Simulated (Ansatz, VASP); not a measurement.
# GaSb: VASP beside Ansatz

```xyz
2
Lattice="3.0663 3.0663 0.0000 -3.0663 3.0663 0.0000 0.0000 3.0663 3.0663" Properties=species:S:1:pos:R:3 pbc="T T T"
Ga    0.0000    0.0000    0.0000
Sb    1.5331    4.5994    1.5331
```

Alike in both runs: functional r2SCAN; k mesh 10 × 10 × 10; occupations fermi-dirac, width 0.08 eV; no spin polarisation.

Ansatz relaxed the structure, and its values are those at the end. VASP's run is a single point on that final structure, the one shown.

```csv
,VASP,Ansatz
version,VASP 6.6.1,Ansatz 0.2.0
potentials or method,"VASP PAW PBE potentials, release 64 (Ga_d, Sb)","PAW with Ansatz's default frozen-core files, scalar-relativistic"
plane-wave cutoff (eV),520,500
valence electrons in the cell,18,28
```

Ansatz gave:

* pressure (GPa): 0.0

Task: Which values does VASP return?

Result: Pressure (GPa): 0.1.

The functional is the same, so the differences come from potentials, cutoffs and numerics. The two sets of potentials don't hold the same shells in valence.

Caveats: the PAW data sets were made with another functional, which shifts forces and pressure a little (VASP).
